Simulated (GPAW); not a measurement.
Write an ASE script for GPAW 26.7.0 that does the following.

```yaml
Task: single point
Functional: PBE
Potentials_or_basis: GPAW PAW data sets (gpaw-data 1.2.1)
Cutoff: 700 eV
Basis: pw
k_mesh: 6 × 6 × 6
Occupations: fermi-dirac, width 0.05 eV
Spin: no spin polarisation
Maxiter: 75
```

The system is As.

```
As
1.0
     1.88080    1.08588    3.51406
    -1.88080    1.08588    3.51406
     0.00000   -2.17176    3.51406
As
2
Direct
  0.22600 0.22600 0.22600
  0.77400 0.77400 0.77400
```

These files were run (other wordings do the same):

run.py

```python
from ase.dft.bandgap import bandgap
from ase.io import write
from ase.spacegroup import crystal
from ase.units import GPa
from gpaw import GPAW, PW

# As 6c
atoms = crystal(['As'],
                basis=[[0.0, 0.0, 0.226]],
                spacegroup=166, setting=1,  # R-3m
                cellpar=[3.7615938, 3.7615938, 10.54218598, 90.0, 90.0, 120.0],
                primitive_cell=True)

calc = GPAW(mode=PW(700),
            xc='PBE',
            kpts={'size': (6, 6, 6), 'gamma': True},
            occupations={'name': 'fermi-dirac', 'width': 0.05},
            nbands=13,
            convergence={'density': 1e-05, 'energy': 1e-05},
            maxiter=75,
            txt='gpaw.txt')
atoms.calc = calc
energy = atoms.get_potential_energy()
forces = atoms.get_forces()
stress = atoms.get_stress()
calc.write('gs.gpw')
write('result.traj', atoms)
print(f'Energy: {energy:.6f} eV')
print('Forces (eV/A):')
print(forces.round(4))
print('Stress (GPa):', (stress / GPa).round(3))
print('Fermi level:', round(calc.get_fermi_level(), 4), 'eV')
print(f'Gap: {bandgap(calc)[0]:.4f} eV, direct: {bandgap(calc, direct=True)[0]:.4f} eV')
```

Potentials or basis: GPAW PAW data sets (gpaw-data 1.2.1), pw.

The run is started by

```console
$ OMP_NUM_THREADS=1 python run.py
```

Results of the run:

```yaml
Pressure: 3.8 GPa
Largest_force: 0.380 eV/Å
Band_gap_on_the_k_mesh: none (metal or under the smearing width)
```

It took 9.1 s on 1 thread of Intel(R) Xeon(R) 6975P-C (Granite Rapids), with other jobs on the host, peak memory 0.16 GiB.
